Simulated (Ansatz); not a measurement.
Step by step: SiO2, relaxation of cell and atoms

These are results of DFT, PBE, PAW with Ansatz's default frozen-core files, scalar-relativistic in Ansatz 0.2.0, not measurements.

Command: `ansatz run input.yaml --threads 1 --pin off --max-ram 3072MiB --backend cpu --events-out ev --progress --plain --runs-dir out` The run took about 73 s on 1 thread of a shared machine.

```yaml
crystal:
  lattice:
    - [2.8878374627, 0.0, 0.0]
    - [-1.4439187314, 2.5009406047, 0.0]
    - [0.0, 0.0, 4.6205399404]
  atoms:
    - { symbol: Si, position: [0.0, 0.0, 0.0] }
    - { symbol: O, position: [0.3333333333, 0.6666666667, 0.25] }
    - { symbol: O, position: [0.6666666667, 0.3333333333, 0.75] }
kpoints:
  mp_grid: { grid: [16, 16, 9] }
scf:
  occupations: { method: fermi_dirac, width: 0.03 }
hamiltonian:
  xc: pbe
  pseudopotentials: { kind: paw }
output:
  forces: true
  stress: true
relax:
  f_tol: 0.005
  max_steps: 80
  cell: {}
```

The cell is built from the CdI2 type as a first guess.

The cutoff is 420 eV; energies and pressures of the walk include the program's estimate of the Pulay term.

Each frame lists the cell vectors (Å), then Cartesian positions (Å) and forces (eV/Å). Free energies count from the first step, -1771.0992 eV.

The walk took 34 evaluations in all; steps that aren't listed are left out.

Step 1: E = 0.0 meV, P = -39.06 GPa

```
cell 2.8878 0.0000 0.0000 -1.4439 2.5009 0.0000 0.0000 0.0000 4.6205
Si    0.0000    0.0000    0.0000     0.000   0.000   0.000
O     0.0000    1.6673    1.1551     0.000   0.000  -4.953
O     1.4439    0.8336    3.4654     0.000   0.000   4.953
```

Step 2: E = -1372.5 meV, P = -28.90 GPa

```
cell 2.8887 0.0000 0.0000 -1.4444 2.5017 0.0000 0.0000 0.0000 4.6149
Si    0.0000    0.0000    0.0000     0.000   0.000   0.000
O     0.0000    1.6678    0.9611     0.000   0.000  -1.976
O     1.4444    0.8339    3.6538     0.000   0.000   1.976
```

Step 3: E = -1977.6 meV, P = -1.15 GPa

```
cell 2.7480 0.0000 0.0000 -1.3740 2.3798 0.0000 0.0000 0.0000 4.6101
Si    0.0000    0.0000    0.0000     0.000   0.000   0.000
O     0.0000    1.5866    0.8743     0.000   0.000   0.660
O     1.3740    0.7933    3.7358     0.000   0.000  -0.660
```

Step 4: E = -2033.6 meV, P = 1.14 GPa

```
cell 2.7050 0.0000 0.0000 -1.3525 2.3426 0.0000 0.0000 0.0000 4.7050
Si    0.0000    0.0000    0.0000     0.000   0.000   0.000
O     0.0000    1.5617    0.9077     0.000   0.000   0.104
O     1.3525    0.7809    3.7972     0.000   0.000  -0.104
```

Step 5: E = -2036.9 meV, P = 0.70 GPa

```
cell 2.7029 0.0000 0.0000 -1.3514 2.3408 0.0000 0.0000 0.0000 4.7510
Si    0.0000    0.0000    0.0000     0.000   0.000   0.000
O     0.0000    1.5605    0.9119     0.000   0.000   0.016
O     1.3514    0.7803    3.8392     0.000   0.000  -0.016
```

Step 6: E = -2037.9 meV, P = 0.73 GPa

```
cell 2.6998 0.0000 0.0000 -1.3499 2.3381 0.0000 0.0000 0.0000 4.9397
Si    0.0000    0.0000    0.0000     0.000   0.000   0.000
O     0.0000    1.5588    0.9102     0.000   0.000   0.112
O     1.3499    0.7794    4.0295     0.000   0.000  -0.112
```

Step 7: E = -2038.6 meV, P = -0.29 GPa

```
cell 2.7018 0.0000 0.0000 -1.3509 2.3398 0.0000 0.0000 0.0000 4.9261
Si    0.0000    0.0000    0.0000     0.000   0.000   0.000
O     0.0000    1.5599    0.9150     0.000   0.000  -0.035
O     1.3509    0.7799    4.0110     0.000   0.000   0.035
```

Step 8: E = -2038.7 meV, P = 0.00 GPa

```
cell 2.7011 0.0000 0.0000 -1.3505 2.3392 0.0000 0.0000 0.0000 4.9256
Si    0.0000    0.0000    0.0000     0.000   0.000   0.000
O     0.0000    1.5595    0.9139     0.000   0.000   0.000
O     1.3505    0.7797    4.0117     0.000   0.000   0.000
```

Step 9: E = -2042.4 meV, P = 0.11 GPa (the cell of the step before, solved again on a basis chosen afresh, hence the jump)

```
cell 2.7011 0.0000 0.0000 -1.3505 2.3392 0.0000 0.0000 0.0000 4.9256
Si    0.0000    0.0000    0.0000     0.000   0.000   0.000
O     0.0000    1.5595    0.9139     0.000   0.000  -0.002
O     1.3505    0.7797    4.0117     0.000   0.000   0.002
```

Step 10: E = -2042.6 meV, P = 0.18 GPa

```
cell 2.6982 0.0000 0.0000 -1.3491 2.3367 0.0000 0.0000 0.0000 5.0164
Si    0.0000    0.0000    0.0000     0.000   0.000   0.000
O     0.0000    1.5578    0.9150     0.000   0.000  -0.004
O     1.3491    0.7789    4.1013     0.000   0.000   0.004
```

Step 11: E = -2041.1 meV, P = 0.03 GPa

```
cell 2.6981 0.0000 0.0000 -1.3491 2.3367 0.0000 0.0000 0.0000 5.0789
Si    0.0000    0.0000    0.0000     0.000   0.000   0.000
O     0.0000    1.5578    0.9147     0.000   0.000   0.009
O     1.3491    0.7789    4.1642     0.000   0.000  -0.009
```

Step 12: E = -2041.1 meV, P = 0.00 GPa

```
cell 2.6980 0.0000 0.0000 -1.3490 2.3366 0.0000 0.0000 0.0000 5.0782
Si    0.0000    0.0000    0.0000     0.000   0.000   0.000
O     0.0000    1.5577    0.9151     0.000   0.000   0.000
O     1.3490    0.7789    4.1631     0.000   0.000   0.000
```

Step 13: E = -2047.6 meV, P = 0.34 GPa (the cell of the step before, solved again on a basis chosen afresh, hence the jump)

```
cell 2.6980 0.0000 0.0000 -1.3490 2.3366 0.0000 0.0000 0.0000 5.0782
Si    0.0000    0.0000    0.0000     0.000   0.000   0.000
O     0.0000    1.5577    0.9151     0.000   0.000   0.002
O     1.3490    0.7789    4.1631     0.000   0.000  -0.002
```

Step 14: E = -2046.8 meV, P = 0.11 GPa

```
cell 2.6982 0.0000 0.0000 -1.3491 2.3367 0.0000 0.0000 0.0000 5.1379
Si    0.0000    0.0000    0.0000     0.000   0.000   0.000
O     0.0000    1.5578    0.9154     0.000   0.000  -0.005
O     1.3491    0.7789    4.2225     0.000   0.000   0.005
```

Step 15: E = -2045.6 meV, P = 0.05 GPa

```
cell 2.6982 0.0000 0.0000 -1.3491 2.3367 0.0000 0.0000 0.0000 5.1845
Si    0.0000    0.0000    0.0000     0.000   0.000   0.000
O     0.0000    1.5578    0.9149     0.000   0.000   0.010
O     1.3491    0.7789    4.2696     0.000   0.000  -0.010
```

Step 16: E = -2045.5 meV, P = 0.00 GPa

```
cell 2.6981 0.0000 0.0000 -1.3491 2.3366 0.0000 0.0000 0.0000 5.1880
Si    0.0000    0.0000    0.0000     0.000   0.000   0.000
O     0.0000    1.5578    0.9153     0.000   0.000   0.000
O     1.3491    0.7789    4.2727     0.000   0.000   0.000
```

Step 17: E = -2049.9 meV, P = 0.23 GPa (the cell of the step before, solved again on a basis chosen afresh, hence the jump)

```
cell 2.6981 0.0000 0.0000 -1.3491 2.3366 0.0000 0.0000 0.0000 5.1880
Si    0.0000    0.0000    0.0000     0.000   0.000   0.000
O     0.0000    1.5578    0.9153     0.000   0.000   0.002
O     1.3491    0.7789    4.2727     0.000   0.000  -0.002
```

Step 18: E = -2048.2 meV, P = 0.12 GPa

```
cell 2.6982 0.0000 0.0000 -1.3491 2.3367 0.0000 0.0000 0.0000 5.2597
Si    0.0000    0.0000    0.0000     0.000   0.000   0.000
O     0.0000    1.5578    0.9153     0.000   0.000   0.005
O     1.3491    0.7789    4.3445     0.000   0.000  -0.005
```

Step 19: E = -2047.1 meV, P = 0.00 GPa

```
cell 2.6986 0.0000 0.0000 -1.3493 2.3371 0.0000 0.0000 0.0000 5.2925
Si    0.0000    0.0000    0.0000     0.000   0.000   0.000
O     0.0000    1.5581    0.9153     0.000   0.000   0.002
O     1.3493    0.7790    4.3773     0.000   0.000  -0.002
```

Step 20: E = -2051.3 meV, P = 0.10 GPa (the cell of the step before, solved again on a basis chosen afresh, hence the jump)

```
cell 2.6986 0.0000 0.0000 -1.3493 2.3371 0.0000 0.0000 0.0000 5.2925
Si    0.0000    0.0000    0.0000     0.000   0.000   0.000
O     0.0000    1.5581    0.9153     0.000   0.000   0.004
O     1.3493    0.7790    4.3773     0.000   0.000  -0.004
```

Step 21: E = -2049.7 meV, P = 0.08 GPa

```
cell 2.6984 0.0000 0.0000 -1.3492 2.3369 0.0000 0.0000 0.0000 5.3539
Si    0.0000    0.0000    0.0000     0.000   0.000   0.000
O     0.0000    1.5579    0.9153     0.000   0.000   0.005
O     1.3492    0.7790    4.4386     0.000   0.000  -0.005
```

Step 22: E = -2049.1 meV, P = 0.00 GPa

```
cell 2.6987 0.0000 0.0000 -1.3493 2.3371 0.0000 0.0000 0.0000 5.3728
Si    0.0000    0.0000    0.0000     0.000   0.000   0.000
O     0.0000    1.5581    0.9154     0.000   0.000   0.001
O     1.3493    0.7790    4.4574     0.000   0.000  -0.001
```

Step 23: E = -2051.9 meV, P = 0.04 GPa (the cell of the step before, solved again on a basis chosen afresh, hence the jump)

```
cell 2.6987 0.0000 0.0000 -1.3493 2.3371 0.0000 0.0000 0.0000 5.3728
Si    0.0000    0.0000    0.0000     0.000   0.000   0.000
O     0.0000    1.5581    0.9154     0.000   0.000   0.002
O     1.3493    0.7790    4.4574     0.000   0.000  -0.002
```

Step 24: E = -2051.0 meV, P = 0.02 GPa

```
cell 2.6985 0.0000 0.0000 -1.3493 2.3370 0.0000 0.0000 0.0000 5.4060
Si    0.0000    0.0000    0.0000     0.000   0.000   0.000
O     0.0000    1.5580    0.9156     0.000   0.000   0.000
O     1.3493    0.7790    4.4904     0.000   0.000   0.000
```

Step 25: E = -2050.3 meV, P = 0.01 GPa

```
cell 2.6985 0.0000 0.0000 -1.3493 2.3370 0.0000 0.0000 0.0000 5.4288
Si    0.0000    0.0000    0.0000     0.000   0.000   0.000
O     0.0000    1.5580    0.9155     0.000   0.000   0.001
O     1.3493    0.7790    4.5133     0.000   0.000  -0.001
```

Step 26: E = -2052.2 meV, P = 0.04 GPa (the cell of the step before, solved again on a basis chosen afresh, hence the jump)

```
cell 2.6985 0.0000 0.0000 -1.3493 2.3370 0.0000 0.0000 0.0000 5.4288
Si    0.0000    0.0000    0.0000     0.000   0.000   0.000
O     0.0000    1.5580    0.9155     0.000   0.000   0.002
O     1.3493    0.7790    4.5133     0.000   0.000  -0.002
```

Step 27: E = -2051.2 meV, P = 0.02 GPa

```
cell 2.6985 0.0000 0.0000 -1.3493 2.3370 0.0000 0.0000 0.0000 5.4652
Si    0.0000    0.0000    0.0000     0.000   0.000   0.000
O     0.0000    1.5580    0.9155     0.000   0.000   0.003
O     1.3493    0.7790    4.5496     0.000   0.000  -0.003
```

Step 28: E = -2052.3 meV, P = 0.04 GPa (the cell of the step before, solved again on a basis chosen afresh, hence the jump)

Step 29: E = -2051.5 meV, P = 0.02 GPa

```
cell 2.6985 0.0000 0.0000 -1.3492 2.3369 0.0000 0.0000 0.0000 5.4930
Si    0.0000    0.0000    0.0000     0.000   0.000   0.000
O     0.0000    1.5580    0.9156     0.000   0.000   0.003
O     1.3492    0.7790    4.5775     0.000   0.000  -0.003
```

Step 30: E = -2052.4 meV, P = 0.03 GPa

Step 31: E = -2051.8 meV, P = 0.01 GPa

```
cell 2.6984 0.0000 0.0000 -1.3492 2.3369 0.0000 0.0000 0.0000 5.5143
Si    0.0000    0.0000    0.0000     0.000   0.000   0.000
O     0.0000    1.5579    0.9156     0.000   0.000   0.002
O     1.3492    0.7790    4.5987     0.000   0.000  -0.002
```

Step 32: E = -2052.4 meV, P = 0.02 GPa

(1) How does the relaxation end?

## Answers

(1) It converges, with a = 2.698 Å, b = 2.698 Å, c = 5.531 Å, α = 90.00°, β = 90.00°, γ = 120.00° (conventional cell, space group P-3m1). The last solve (on a basis chosen afresh for the final cell, so its energy is not quite comparable) gives E = -2052.4 meV, P = 0.02 GPa:
```
cell 2.6984 0.0000 0.0000 -1.3492 2.3369 0.0000 0.0000 0.0000 5.5306
Si    0.0000    0.0000    0.0000     0.000   0.000   0.000
O     0.0000    1.5579    0.9157     0.000   0.000   0.001
O     1.3492    0.7790    4.6149     0.000   0.000  -0.001
```
